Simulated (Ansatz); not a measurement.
What does this script print? It uses Ansatz's Python interface.

`formation.py`
```python
from collections import Counter

import ansatz
import numpy as np


def run_phase(name, crystal):
    calc = crystal.calculation()
    calc = calc.scf(tolerance=1e-07).functional(ansatz.Functional.PBE)
    calc = calc.basis(520)
    calc = calc.kpoints(spacing=0.3).occupations("fermi_dirac", width=0.02)
    calc = calc.stress()
    calc = calc.relax(force_tolerance=0.01, cell=True)
    return calc.run(threads=1, pin="off")


def counts(outcome):
    return Counter(site.symbol for site in outcome.lattice.sites)

def formation_energy(outcome, mu):
    n = counts(outcome)
    return (outcome.report["energy_sigma0_ev"] - sum(k * mu[element] for element, k in n.items())) / sum(n.values())


def volume_per_atom(outcome):
    return abs(np.linalg.det(outcome.lattice.cell_ang)) / len(outcome.lattice.sites)

phases = {}
mgse = (
    ansatz.Lattice.fcc(5.451)
    .space_group(225)
    .atom("Mg", (0.0, 0.0, 0.0))
    .atom("Se", (0.5, 0.0, 0.0))
    .primitive()
)
phases["MgSe"] = mgse
mg = (
    ansatz.Lattice.from_parameters(3.2093, 3.2093, 5.2103, alpha=90, beta=90, gamma=120)
    .space_group(194)
    .atom("Mg", (1 / 3, 2 / 3, 0.25))
)
phases["Mg"] = mg
se = (
    ansatz.Lattice.from_parameters(4.3662, 4.3662, 4.9536, alpha=90, beta=90, gamma=120)
    .space_group(152)
    .atom("Se", (0.2254, 0.0, 1 / 3))
)
phases["Se"] = se

done = {}
for name, crystal in phases.items():
    done[name] = run_phase(name, crystal)
    print(f"{name}: {done[name].report['energy_sigma0_ev']:.4f} eV, {len(done[name].lattice.sites)} atoms")

references = {"Mg": "Mg", "Se": "Se"}
mu = {element: done[name].report["energy_sigma0_ev"] / len(done[name].lattice.sites) for element, name in references.items()}

target = done["MgSe"]
heat = formation_energy(target, mu)
n = counts(target)
print("cell content:", dict(n), " volume", round(volume_per_atom(target), 3), "A^3/atom")
print("formation energy", round(heat, 4), "eV/atom,", round(heat * sum(n.values()), 4), "eV per cell")
print("bound against the elements" if heat < 0 else "unbound against the elements")
```

```console
$ python formation.py
DeckWarning: relax.cell: scf.convergence.dr2_threshold = 1e-7 eV (the SCF's general default) is looser than the 2e-10 eV advised for a relaxation that steers and ends on the stress (1e-10 eV for each atom of the cell: 2). What an SCF threshold leaves in a stress goes as its square root, and in the free energy as the threshold itself, and one threshold admits the most on a small cell: of the crystals measured, under no hybrid functional and no lock of the moments, on runs that ended without the [...]
MgSe: -7395.3627 eV, 2 atoms
Mg: -3847.6316 eV, 2 atoms
DeckWarning: relax.cell: scf.convergence.dr2_threshold = 1e-7 eV (the SCF's general default) is looser than the 3e-10 eV advised for a relaxation that steers and ends on the stress (1e-10 eV for each atom of the cell: 3). What an SCF threshold leaves in a stress goes as its square root, and in the free energy as the threshold itself, and one threshold admits the most on a small cell: of the crystals measured, under no hybrid functional and no lock of the moments, on runs that ended without the [...]
Se: -16407.2390 eV, 3 atoms
cell content: {<Element.MG: 'Mg'>: 1, <Element.SE: 'Se'>: 1}  volume 20.899 A^3/atom
formation energy -1.2336 eV/atom, -2.4672 eV per cell
bound against the elements
```
(Warnings from the package without file and line, shortened.)

Absolute energies stand on the zero of these potentials, so only differences at equal settings mean something. For the metals among these phases the mesh is modest: differences between phases can be off by up to 40 meV an atom. Of the deposited cell: the entry's cell lengths or inner coordinates differ somewhat from later room-temperature determinations. The cells come from databases of deposited and of computed structures, and not all need be stable phases. The compound is the structure given, not necessarily its lowest; energies are at zero temperature, with no correction for gases. A semilocal functional's error on such energies is often 0.05 to 0.1 eV an atom, and 0.1 to 0.3 eV against gases such as O2 or F2. Finished in 84 s on 1 thread of Arm Neoverse N1, on a shared host, peak memory 0.46 GiB.

(Lines on the test bed's own set-up are left out of the output.)
